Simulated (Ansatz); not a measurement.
# SrCl2 under changes of volume

One of the cells (28.299 Å³/atom); the others are scaled copies at fixed shape and fractional positions:

```
CELL_PARAMETERS angstrom
0.00000 3.48835 3.48835
3.48835 0.00000 3.48835
3.48835 3.48835 0.00000
ATOMIC_POSITIONS crystal
Sr 0.00000 0.00000 0.00000
Cl 0.75000 0.75000 0.75000
Cl 0.25000 0.25000 0.25000
```

```yaml
Program: Ansatz 0.2.0
Functional: r2SCAN
Potentials_or_basis: Ansatz PAW
Cutoff: "500 eV (not typed: the program's choice for these potentials)"
k_mesh: 7 × 7 × 7
Occupations: fermi-dirac, width 0.05 eV
Spin: no spin polarisation
```

| volume (Å³/atom) | energy over the lowest point (meV/atom) | pressure (GPa) | gap on the mesh (eV) |
| --- | --- | --- | --- |
| 26.601 | 16.92 | 3.1 | 6.06 |
| 27.167 | 7.98 | 2.0 | 6.07 |
| 27.733 | 2.45 | 1.1 | 6.08 |
| 28.299 | 0.00 | 0.3 | 6.00 |
| 28.865 | 0.29 | -0.4 | 5.93 |
| 29.431 | ? | ? | ? |
| 29.997 | 8.01 | -1.7 | 5.78 |

Problem. What does the run at 29.431 Å³/atom give?

Solution. Energy over the lowest point 3.05 meV/atom; pressure -1.1 GPa; gap on the mesh 5.85 eV.

Worked out: A Birch-Murnaghan fit of order 3 (a polynomial in V^(-2/3)) to the other rows has its minimum at 28.52 Å³/atom with B0 = V·E''(V) = 38 GPa and B' = 4.5. It gives 3.05 meV/atom at 29.431 Å³/atom, against the run's 3.05, and -dE/dV = -1.1 GPa, against -1.1. A parabola through the other rows of the gap, of slope -4.6 eV per unit of ln V there, gives 5.87 eV, against the run's 5.85.

Energies are extrapolated to zero smearing.

Caveats: odd divisions of the mesh miss points on the zone boundary, where band edges often lie, so the gap on the mesh can be too wide; the PAW data sets come from PBE, with cores solved anew for the run's functional, which leaves a small shift of forces and pressure.

A mesh can miss the band edges. Spin-orbit coupling on Sr is left out.
